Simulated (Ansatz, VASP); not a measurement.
Given: the input of a run of Ansatz 0.2.0 on N.

input.yaml

```yaml
crystal:
  lattice:
    - [4.1672328106, 0.0, 0.0]
    - [-2.0836164053, 3.6089294775, 0.0]
    - [0.0, 0.0, 7.00600351]
  atoms:
    - { symbol: "N", position: [0.661382, 0.328787, 0.666444] }
    - { symbol: "N", position: [0.670563, 0.328404, 0.826928] }
    - { symbol: "N", position: [0.340336, 0.671057, 0.16933] }
    - { symbol: "N", position: [0.327136, 0.646401, 0.327779] }
hamiltonian:
  xc: pbe
  pseudopotentials: { kind: paw }
kpoints:
  mp_grid: { grid: [7, 7, 4] }
scf:
  occupations: { method: fermi_dirac, width: 0.05 }
output:
  forces: true
  stress: true
  eigenvalues: true
```

Potentials or basis: Ansatz PAW.

The run is started by

```console
$ ansatz run input.yaml --threads 2 --pin off --max-ram 5120MiB --backend cpu --events-out ev --progress --plain --runs-dir out
```

Translate it to VASP 6.6.1. Potentials there: VASP PAW PBE potentials, release 64 (N).

As run (the cutoff follows the program's own potentials):

The input INCAR:

```
SYSTEM = N
  PREC = Accurate
  ENCUT = 520
  EDIFF = 1E-7
  ISMEAR = -1
  SIGMA = 0.05
  LREAL = .False.
  LASPH = .True.
  NELM = 100
  ALGO = Normal
  ISIF = 2
  LWAVE = .False.
  LCHARG = .True.
  GGA = PE
  LELF = .True.
  LVHAR = .True.
  NBANDS = 18
```

File KPOINTS:

```
regular mesh
0
Gamma
  7 7 4
  0 0 0
```

File POSCAR:

```
N
1.0
    4.1672328106      0.0000000000      0.0000000000
   -2.0836164053      3.6089294775      0.0000000000
    0.0000000000      0.0000000000      7.0060035100
N
4
Direct
    0.6613820000      0.3287870000      0.6664440000
    0.6705630000      0.3284040000      0.8269280000
    0.3403360000      0.6710570000      0.1693300000
    0.3271360000      0.6464010000      0.3277790000
```

Potentials or basis: VASP PAW PBE potentials, release 64 (N).

The run is started by

```sh
$ cat potpaw_PBE.64/N/POTCAR > POTCAR
$ mpirun -np 1 vasp_std > vasp.out
```

Both were run:

|  | VASP | Ansatz | Ansatz less VASP |
| --- | --- | --- | --- |
| gap on the k mesh at the Fermi level (eV) | 6.88 | 6.92 | +0.043 |
| least direct gap on the mesh (eV) | 7.15 | 7.19 | +0.040 |
| pressure (GPa) | -0.9 | -2.3 | -1.38 |
| largest component of the traceless stress (GPa) | 2.01 | 5.04 | +3.028 |
| rms of the force components (eV/Å) | 0.703 | 1.371 | +0.6689 |

Atom by atom the forces differ by 0.792 eV/Å (rms over components). The functional is the same, so the differences come from potentials, cutoffs and numerics.

Caveats: the standard files for N, O and F lose accuracy on very short bonds (VASP); an odd mesh through Γ misses points on the zone boundary, where band edges often lie (VASP); odd divisions of the mesh miss points on the zone boundary, where band edges often lie, so the gap on the mesh can be too wide (Ansatz); the pressure holds a Pulay correction of +0.3 GPa for the finite cutoff (Ansatz).
